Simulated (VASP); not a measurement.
# CuI (Marshite) (F-43m) in VASP: settings compared, part 2 of 2

VASP 6.6.1. Earlier steps stand in the parts before.

## (4) Relaxation of cell and atoms, PBE

File INCAR:

```
SYSTEM = CuI
ALGO     = Normal         ! electronic algorithm
EDIFF    = 1E-6           ! SCF threshold, eV
EDIFFG   = -0.01          ! ionic threshold
ENCUT    = 600            ! plane-wave cutoff, eV
GGA      = PE             ! functional
IBRION   = 2              ! ionic algorithm
ISIF     = 3              ! what is computed and relaxed
ISMEAR   = 0              ! smearing method
LASPH    = .TRUE.         ! aspherical terms in the spheres
LCHARG   = .FALSE.        ! write CHGCAR
LREAL    = .FALSE.        ! projectors in reciprocal space
LWAVE    = .FALSE.        ! write WAVECAR
NELM     = 80             ! most SCF steps
NSW      = 90             ! ionic steps
PREC     = Accurate       ! precision mode
SIGMA    = 0.03           ! smearing width, eV
```

File KPOINTS:

```
k-points
0
G
  8 8 8
  0 0 0
```

File POSCAR:

```
CuI
1.0
    0.0000000000      3.0315000000      3.0315000000
    3.0315000000      0.0000000000      3.0315000000
    3.0315000000      3.0315000000      0.0000000000
Cu I
1 1
Direct
    0.2500000000      0.2500000000      0.2500000000
    0.0000000000      0.0000000000      0.0000000000
```

Potentials or basis: VASP PAW PBE potentials, release 64 (Cu, I).

Started as:

```sh
$ cat potpaw_PBE.64/Cu/POTCAR potpaw_PBE.64/I/POTCAR > POTCAR
$ mpirun -np 1 vasp_std > vasp.out
```

OUTCAR:

```text
SYSTEM = CuI
   EDIFF = 1E-6
   EDIFFG = -0.01
   ENCUT = 600
   GGA = PE
   IBRION = 2
   ISIF = 3
   ISMEAR = 0
   LASPH = .TRUE.
   LREAL = .FALSE.
   NELM = 80
   NSW = 90
   PREC = Accurate

 ion  position               nearest neighbor table
   1  0.250  0.250  0.250-   2 2.63   2 2.63   2 2.63   2 2.63
   2  0.000  0.000  0.000-   1 2.63   1 2.63   1 2.63   1 2.63

  LATTYP: Found a face centered cubic cell.
 ALAT       =     6.0630000000

  Lattice vectors:

 A1 = (   0.0000000000,   3.0315000000,   3.0315000000)
 A2 = (   3.0315000000,   0.0000000000,   3.0315000000)
 A3 = (   3.0315000000,   3.0315000000,   0.0000000000)

Analysis of symmetry for initial positions (statically):
=====================================================================
 Subroutine PRICEL returns:
 Original cell was already a primitive cell.

 Routine SETGRP: Setting up the symmetry group for a
 face centered cubic supercell.

 Subroutine GETGRP returns: Found 24 space group operations
 (whereof 24 operations were pure point group operations)
 out of a pool of 48 trial point group operations.

The static configuration has the point symmetry T_d .

Analysis of symmetry for dynamics (positions and initial velocities):
=====================================================================
 Subroutine PRICEL returns:
 Original cell was already a primitive cell.

 Routine SETGRP: Setting up the symmetry group for a
 face centered cubic supercell.

 Subroutine GETGRP returns: Found 24 space group operations
 (whereof 24 operations were pure point group operations)
 out of a pool of 48 trial point group operations.

The dynamic configuration has the point symmetry T_d .

 Subroutine INISYM returns: Found 24 space group operations
 (whereof 24 operations are pure point group operations),
[... 172 lines left out ...]
 -----------------------------------------------------------------------------------
    total drift:                                0.000001      0.000001      0.000001

  FREE ENERGIE OF THE ION-ELECTRON SYSTEM (eV)
  ---------------------------------------------------
  free  energy   TOTEN  =        -5.5619883915 eV

  energy  without entropy=       -5.5619883915  energy(sigma->0) =       -5.56198839

--------------------------------------- Ionic step        2  -------------------------------------------

 number of electron      18.0000008 magnetization

 Free energy of the ion-electron system (eV)
  ---------------------------------------------------
  ext. energy  EPLUGINS =         0.00000000
  ---------------------------------------------------
  free energy    TOTEN  =        -5.56256150 eV

  energy without entropy =       -5.56256150  energy(sigma->0) =       -5.56256150

 E-fermi :   4.4837     XC(G=0):  -8.8989

 val. band max:        4.3417050231   @ k =   0.0000   0.0000   0.0000
 cond. band min:       5.4637477428   @ k =   0.0000   0.0000   0.0000
 fundamental gap:      1.1220427197
 Fermi energy:         4.4836788578

 k-point     1 :       0.0000    0.0000    0.0000
  band No.  band energies     occupation
      1      -9.6257      2.00000
      2       0.7399      2.00000
      3       0.7399      2.00000
      4       0.7399      2.00000
      5       2.5245      2.00000
      6       2.5245      2.00000
      7       4.3417      2.00000
      8       4.3417      2.00000
      9       4.3417      2.00000
     10       5.4637      0.00000
     11       9.2222      0.00000
     12       9.2222      0.00000
     13       9.2222      0.00000
[... 354 lines left out ...]
  band No.  band energies     occupation
      1      -8.9953      2.00000
      2      -0.9326      2.00000
      3       0.2038      2.00000
      4       0.7105      2.00000
      5       2.4619      2.00000
      6       2.5358      2.00000
      7       2.6489      2.00000
      8       3.0655      2.00000
      9       3.3596      2.00000
     10       7.8155      0.00000
     11       9.0253      0.00000
     12      10.5367      0.00000
     13      11.7207      0.00000

 [... further k-points ...]
[... 5 lines left out ...]
  --------------------------------------------------------------------------------------
  -------------------------------------------------------------------------------------
  Total        0.0188376      0.0188376      0.0188376      0.0000000      0.0000000      0.0000000
  in kB        0.5372297      0.5372297      0.5372297      0.0000000      0.0000000      0.0000000
  external PRESSURE =       0.5372297 kB  Pullay stress =       0.0000000 kB

 VOLUME and BASIS-vectors are now :
 -----------------------------------------------------------------------------
  energy-cutoff  :      600.00
  volume of cell :       56.18
      direct lattice vectors                 reciprocal lattice vectors
     0.000000000  3.039828618  3.039828618    -0.164482957  0.164482957  0.164482957
     3.039828618  0.000000000  3.039828618     0.164482957 -0.164482957  0.164482957
     3.039828618  3.039828618  0.000000000     0.164482957  0.164482957 -0.164482957

 POSITION                                       TOTAL-FORCE (eV/Angst)
 -----------------------------------------------------------------------------------
      1.51991      1.51991      1.51991        -0.000000     -0.000000     -0.000000
      0.00000      0.00000      0.00000         0.000000      0.000000      0.000000
 -----------------------------------------------------------------------------------
    total drift:                                0.000001      0.000001      0.000001

  FREE ENERGIE OF THE ION-ELECTRON SYSTEM (eV)
  ---------------------------------------------------
  free  energy   TOTEN  =        -5.5625614963 eV

  energy  without entropy=       -5.5625614963  energy(sigma->0) =       -5.56256150

 reached required accuracy - stopping structural energy minimisation
```

OSZICAR:

```text
N       E                     dE             d eps       ncg     rms          rms(c)
DAV:   1     0.104309101327E+03    0.10431E+03   -0.84829E+03   759   0.166E+03
DAV:   2     0.242175683517E+01   -0.10189E+03   -0.95217E+02   764   0.279E+02
DAV:   3    -0.550262129378E+01   -0.79244E+01   -0.77730E+01  1025   0.850E+01
DAV:   4    -0.576610006207E+01   -0.26348E+00   -0.26314E+00   804   0.135E+01
[... 15 lines left out ...]
DAV:   4    -0.556261050544E+01    0.61293E-03   -0.20971E-03   934   0.494E-01    0.630E-02
DAV:   5    -0.556258091133E+01    0.29594E-04   -0.69585E-05  1096   0.195E-01    0.533E-02
DAV:   6    -0.556256246941E+01    0.18442E-04   -0.20930E-05  1181   0.743E-02    0.146E-02
DAV:   7    -0.556256114766E+01    0.13218E-05   -0.42449E-06   908   0.609E-02    0.487E-03
DAV:   8    -0.556256149635E+01   -0.34869E-06   -0.12096E-06   475   0.865E-03
   2 F= -.55625615E+01 E0= -.55625615E+01  d E =-.573105E-03
```

CONTCAR:

```text
CuI
   1.00000000000000
     0.0000000000000000    3.0398286184549335    3.0398286184549335
     3.0398286184549335    0.0000000000000000    3.0398286184549335
     3.0398286184549335    3.0398286184549335    0.0000000000000000
  Cu              I
     1     1
Direct
     0.2500000000000000    0.2500000000000000    0.2500000000000000
     0.0000000000000000    0.0000000000000000    0.0000000000000000

  0.00000000E+00  0.00000000E+00  0.00000000E+00
  0.00000000E+00  0.00000000E+00  0.00000000E+00
```

Run time: 19 s. Hardware: 1 thread of Intel Xeon 6975P-C (Granite Rapids), shared host; peak memory 0.21 GiB.

Results:

```yaml
Free_energy: -5.5626 eV
Relaxed_volume: 28.09 Å³/atom
Relaxed_cell: a = 4.299 Å, b = 4.299 Å, c = 4.299 Å, α = 60.00°, β = 60.00°, γ = 60.00°
Space_group_after_relaxing_to_0.05_Å: F-43m (No. 216)
Energy_gained_by_relaxing: 0.3 meV/atom
Ionic_steps: 2
Pressure_after_relaxing: 0.1 GPa
Band_gap_on_the_k_mesh: 1.12 eV, direct
```

The path:
```tsv
step	energy change (eV)	largest force (eV/Å)	pressure (GPa)	volume (Å³)
1	0.0000	0.0000	0.33	55.72
2	-0.0006	0.0000	0.05	56.18
```

Final structure:
```xyz
2
Lattice="0.0000 3.0398 3.0398 3.0398 0.0000 3.0398 3.0398 3.0398 0.0000" Properties=species:S:1:pos:R:3 pbc="T T T"
Cu    1.5199    1.5199    1.5199
I     0.0000    0.0000    0.0000
```

Levels at points of the mesh, in eV from the valence-band top:
| k point | band 6 | band 7 | band 8 | band 9 | band 10 | band 11 | band 12 | band 13 |
| --- | --- | --- | --- | --- | --- | --- | --- | --- |
| (0.00, 0.00, 0.00) | -1.82 | 0.00 | 0.00 | 0.00 | 1.12 | 4.88 | 4.88 | 4.88 |
| (0.50, 0.00, 0.00) | -1.79 | -1.75 | -0.69 | -0.69 | 2.15 | 5.41 | 5.41 | 7.39 |
| (0.50, 0.50, 0.00) | -1.76 | -1.73 | -1.47 | -1.47 | 2.73 | 2.91 | 9.13 | 9.71 |

Caveat: spin-orbit coupling is left out, which moves the levels of the heavy elements.

## (5) Relaxation of cell and atoms, PBE

This run uses another cell than the first one, of 28.09 Å³/atom, 1.008 times its volume.

Edit INCAR of step 4 so:

```diff
@@ -2,4 +2,4 @@
 ALGO     = Normal         ! electronic algorithm
-EDIFF    = 1E-6           ! SCF threshold, eV
-EDIFFG   = -0.01          ! ionic threshold
+EDIFF    = 1E-7           ! SCF threshold, eV
+EDIFFG   = -0.005         ! ionic threshold
 ENCUT    = 600            ! plane-wave cutoff, eV
```

KPOINTS is that of step 4.

File POSCAR:

```
CuI                                     
1.0
    0.0000000000      3.0398286185      3.0398286185
    3.0398286185      0.0000000000      3.0398286185
    3.0398286185      3.0398286185      0.0000000000
  Cu              I             
     1     1
Direct
     0.2500000000000000    0.2500000000000000    0.2500000000000000
     0.0000000000000000    0.0000000000000000    0.0000000000000000
```

Started as:

```sh
$ cat potpaw_PBE.64/Cu/POTCAR potpaw_PBE.64/I/POTCAR > POTCAR
$ mpirun -np 1 vasp_std > vasp.out
```

Wall time 13 s (1 thread of Intel Xeon 6975P-C (Granite Rapids), shared host); peak memory 0.21 GiB.

Results (log left out):

```yaml
Free_energy: -5.5626 eV
Pressure_after_relaxing: 0.0 GPa
Band_gap_on_the_k_mesh: 1.12 eV, direct
```

Final structure:
```cif
data_structure
_symmetry_space_group_name_H-M 'P 1'
_symmetry_Int_Tables_number 1
_cell_length_a 4.2990
_cell_length_b 4.2990
_cell_length_c 4.2990
_cell_angle_alpha 60.000
_cell_angle_beta 60.000
_cell_angle_gamma 60.000
_cell_volume 56.18
loop_
_atom_site_label
_atom_site_type_symbol
_atom_site_fract_x
_atom_site_fract_y
_atom_site_fract_z
_atom_site_occupancy
Cu1 Cu 0.25000 0.25000 0.25000 1
I1 I 0.00000 0.00000 0.00000 1
```

Levels at points of the mesh, in eV from the valence-band top:
```
           k point  band 5  band 6  band 7  band 8  band 9  band 10  band 11  band 12  band 13
(0.00, 0.00, 0.00)   -1.82   -1.82    0.00    0.00    0.00     1.12     4.88     4.88     4.88
(0.50, 0.00, 0.00)   -1.79   -1.79   -1.75   -0.69   -0.69     2.15     5.41     5.41     7.39
(0.50, 0.50, 0.00)   -1.84   -1.76   -1.73   -1.47   -1.47     2.73     2.91     9.13     9.71
```

Caveat: the relaxation stopped at its first step, so nothing moved; spin-orbit coupling is left out, which moves the levels of the heavy elements.
